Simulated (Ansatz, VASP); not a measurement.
# Two plane-wave programs on As

```
As
1.0
     0.00000    2.14487    2.14487
     2.14487    0.00000    2.14487
     2.14487    2.14487    0.00000
As
1
Direct
  0.00000 0.00000 0.00000
```

Alike in both runs: functional PBE; k mesh 16 × 16 × 16; occupations fermi-dirac, width 0.1 eV; no spin polarisation.

Ansatz relaxed the structure, and its values are those at the end. VASP's run is a single point on that final structure, the one shown.

```csv
,VASP,Ansatz
version,VASP 6.6.1,Ansatz 0.2.0
potentials or method,"VASP PAW PBE potentials, release 64 (As)","PAW with Ansatz's default frozen-core files, scalar-relativistic"
plane-wave cutoff (eV),520,420
valence electrons in the cell,5,15
```

|  | VASP | Ansatz | Ansatz less VASP |
| --- | --- | --- | --- |
| pressure (GPa) | -1.5 | -1.5 | -0.03 |

The two sets of potentials don't hold the same shells in valence.
